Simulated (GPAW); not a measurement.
The system is SnSe2.

```
Sn Se
1.0
     3.81100    0.00000    0.00000
    -1.90550    3.30042    0.00000
     0.00000    0.00000    6.13600
Sn Se
1 2
Direct
  0.00000 0.00000 0.00000
  0.66667 0.33333 0.75100
  0.33333 0.66667 0.24900
```

Base run:

```yaml
Program: GPAW 26.7.0
Functional: LDA
Potentials_or_basis: PAW data sets generated in the run's folder for this functional
Cutoff: 600 eV
Basis: pw
k_mesh: 6 × 6 × 3
Occupations: fermi-dirac, width 0.05 eV
Spin: no spin polarisation
```

Its results: band gap on the k mesh 0.63 eV, indirect (least direct gap 0.88 eV).

**Question.** The run is repeated on the same cell with these changes: functional from LDA to TB-mBJ; potentials or basis from PAW data sets generated in the run's folder for this functional to GPAW PAW data sets for LDA (gpaw-data 1.2.1). What comes out?

**Answer.** Band gap on the k mesh 1.34 eV, indirect (least direct gap 1.83 eV).

Caveats: spin-orbit coupling is left out, which moves the levels of the heavy elements; a model potential gives levels but no total energy (some runs); an odd mesh through Γ misses points on the zone boundary, where band edges often lie (some runs).

Not every run made on this cell is shown here.
